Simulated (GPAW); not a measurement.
The system is CoO.

```
Co O
1.0
     0.00000    2.13150    2.13150
     2.13150    0.00000    2.13150
     2.13150    2.13150    0.00000
Co O
1 1
Direct
  0.00000 0.00000 0.00000
  0.50000 0.50000 0.50000
```

| Item | Value |
| --- | --- |
| Program | GPAW 26.7.0 |
| Task | relaxation of cell and atoms |
| Functional | PBEsol |
| Dispersion | D3(BJ)+ATM |
| Potentials or basis | PAW data sets generated in the run's folder for this functional |
| Cutoff | 800 eV |
| Basis | pw |
| k mesh | 9 × 9 × 9 |
| Occupations | fermi-dirac, width 0.05 eV |
| Spin | collinear spin, ferromagnetic start |
| Starting moments | [2.0, 0.0] μB |

At the start: pressure -12.9 GPa; volume 9.68 Å³/atom.

Problem. How do energy, volume and symmetry change on relaxing?

Solution. Over 6 steps the energy falls by 4.4 meV/atom and the volume is 9.61 Å³/atom (-0.8 %); space group Fm-3m (No. 225, to 0.05 Å); moment 2.93 μB per cell.

Step by step:
```tsv
step	energy change (eV)	largest force (eV/Å)	pressure (GPa)	volume (Å³)
1	0.0000	0.0000	-12.92	19.37
2	0.0287	0.0000	16.41	19.05
3	-0.0087	0.0000	-2.29	19.22
4	-0.0084	0.0000	5.85	19.20
5	-0.0088	0.0000	-0.41	19.22
6	-0.0088	0.0000	-0.07	19.22
```

Final structure:
```
Co O
1.0
     0.00000    2.12595    2.12595
     2.12595    0.00000    2.12595
     2.12595    2.12595    0.00000
Co O
1 1
Cartesian
  0.0000 0.0000 0.0000
  2.1260 2.1260 2.1260
```

Caveat: each step starts from the last one's moments, so a moment once lost doesn't come back; later steps reuse the first step's grids; a cell with one magnetic atom can't hold antiferromagnetic order, which such compounds often take; pairwise dispersion overbinds metals, which lowers pressure and volume.
